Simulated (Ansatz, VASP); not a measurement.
## One calculation of SiC, two programs

File INCAR:

```
PREC = Accurate ; ENCUT = 520
EDIFF = 1E-6 ; ISMEAR = 0
SIGMA = 0.1 ; LREAL = F
LASPH = T ; NELM = 100
ALGO = Normal ; ISIF = 2
LWAVE = F ; LCHARG = F
GGA = PE ; NBANDS = 16
```

Contents of KPOINTS:

```
regular mesh
0
Gamma
  6 6 6
```

The input POSCAR:

```
SiC
1.0
    1.4205987600     -4.6569863100      0.0000000000
    1.4205987600      4.6569863100      0.0000000000
    0.0000000000      0.0000000000      2.9552455700
Si C
2 2
Direct
    0.1949989000      0.8050011000      0.0000000000
    0.8050011000      0.1949989000      0.0000000000
    0.0940261200      0.9059738800      0.5000000000
    0.9059738800      0.0940261200      0.5000000000
```

Input for Ansatz:

```yaml
crystal:
  lattice:
    - [1.42059876, -4.65698631, 0.0]
    - [1.42059876, 4.65698631, 0.0]
    - [0.0, 0.0, 2.95524557]
  atoms:
    - { symbol: Si, position: [0.1949989, 0.8050011, 0.0] }
    - { symbol: Si, position: [0.8050011, 0.1949989, 0.0] }
    - { symbol: C, position: [0.09402612, 0.90597388, 0.5] }
    - { symbol: C, position: [0.90597388, 0.09402612, 0.5] }
basis:
  ecutwfc: 420
kpoints:
  mp_grid: { grid: [6, 6, 6] }
hamiltonian:
  xc: pbe
scf:
  occupations: { method: gaussian, width: 0.1 }
  lower_state_search: "off"
output:
  forces: true
  stress: true
  eigenvalues: true
```

Alike in both runs: task single point; functional PBE; k mesh 6 × 6 × 6; occupations gaussian, width 0.1 eV; no spin polarisation.

```csv
,VASP,Ansatz
version,VASP 6.6.1,Ansatz 0.2.0
potentials or method,"VASP PAW PBE potentials, release 64 (Si, C)","scalar-relativistic, plane waves, PAW"
plane-wave cutoff (eV),520,420
valence electrons in the cell,16,16
```

Ansatz gave:

```
gap on the k mesh at the Fermi level (eV) : none
rms of the force components (eV/Å)        : 8.937
```

Which values does VASP return?

gap on the k mesh at the Fermi level (eV): none; rms of the force components (eV/Å): 8.907.

Atom by atom the forces differ by 0.032 eV/Å (rms over components). A gap of «none» marks a metal or a gap that the smearing closes.

Caveats: the k mesh is coarse (spacing up to 0.39 Å⁻¹), so the values aren't converged; forces of over 1 eV/Å show positions far from the minimum, so gaps and moduli don't describe the material at rest.
